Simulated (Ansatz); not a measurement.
**Structure relaxation of InH3**

Level of theory: Ansatz 0.2.0, DFT PBE, scalar-relativistic, plane waves, PAW. Cutoff 420 eV, Γ-centred k mesh, Gaussian smearing, no spin polarisation in the final step.

InH3 was placed on the Cu3Au (L1_2) structure type (Pm-3m, No. 221), with In in place of Au, H in place of Cu, at a guessed volume.

```
In H
1.0
     3.46126    0.00000    0.00000
     0.00000    3.46126    0.00000
     0.00000    0.00000    3.46126
In H
1 3
Direct
  0.00000 0.00000 0.00000
  0.00000 0.50000 0.50000
  0.50000 0.00000 0.50000
  0.50000 0.50000 0.00000
```

Cell and atoms relax at zero pressure; the relaxation can't lower the symmetry of the start. After a coarse first stage the cell is made exact in the group found at 0.06 Å.

The zero of energy is the elements' standard structures at the same level (H₂ as a molecule); no fitted shifts are applied.

Problem. What does it relax into?

Solution. It keeps Pm-3m (No. 221). The result has the Cu3Au (L1_2) structure. Conventional cell: a = 3.289 Å. In is coordinated by 12 H at 2.33 Å; H is coordinated by 4 In at 2.33 Å and 8 H at 2.33 Å.

```cif
data_structure
_symmetry_space_group_name_H-M 'Pm-3m'
_symmetry_Int_Tables_number 221
_cell_length_a 3.2890
_cell_length_b 3.2890
_cell_length_c 3.2890
_cell_angle_alpha 90.000
_cell_angle_beta 90.000
_cell_angle_gamma 90.000
_cell_volume 35.58
loop_
_atom_site_label
_atom_site_type_symbol
_atom_site_symmetry_multiplicity
_atom_site_Wyckoff_symbol
_atom_site_fract_x
_atom_site_fract_y
_atom_site_fract_z
_atom_site_occupancy
In1 In 1 a 0.00000 0.00000 0.00000 1
H1 H 3 c 0.00000 0.50000 0.50000 1
```

Problem. What are its volume, energy, density and gap?

Solution. The volume per atom is 8.90 Å³, the density is 5.50 g/cm³ and the energy over the elements is 0.84 eV/atom. The gap on the 14×14×14 mesh is 0 eV (a metal).

The final run used a 14×14×14 mesh on its 4-atom cell and 0.10 eV smearing. For metals, differences of a few meV/atom aren't resolved. Symmetry constrained the relaxation, so the result can be a saddle point.

Cost: 3 runs of about 0.43 core-minutes in all, on Arm Neoverse N1 (shared hosts).